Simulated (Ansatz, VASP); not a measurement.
# MgO: VASP beside Ansatz

```xyz
2
Lattice="0.0000 2.1351 2.1351 2.1351 0.0000 2.1351 2.1351 2.1351 0.0000" Properties=species:S:1:pos:R:3 pbc="T T T"
Mg    0.0000    0.0000    0.0000
O     2.1351    2.1351    1.5352
```

Alike in both runs: task single point; functional PBE; k mesh 10 × 10 × 10; occupations gaussian, width 0.05 eV; no spin polarisation.

|  | VASP | Ansatz |
| --- | --- | --- |
| version | VASP 6.6.1 | Ansatz 0.2.0 |
| potentials or method | VASP PAW PBE potentials, release 64 (Mg, O) | scalar-relativistic, plane waves, PAW |
| plane-wave cutoff (eV) | 520 | 420 |
| valence electrons in the cell | 8 | 16 |

VASP gave:

```
gap on the k mesh at the Fermi level (eV) : 4.31
least direct gap on the mesh (eV)         : 4.37
rms of the force components (eV/Å)        : 7.708
```

Which values does Ansatz return?

gap on the k mesh at the Fermi level (eV): 4.30; least direct gap on the mesh (eV): 4.37; rms of the force components (eV/Å): 7.420.

Atom by atom the forces differ by 0.289 eV/Å (rms over components). The two sets of potentials don't hold the same shells in valence.

Caveats: forces of over 1 eV/Å show positions far from the minimum, so gaps and moduli don't describe the material at rest. A k mesh can miss the band edges.
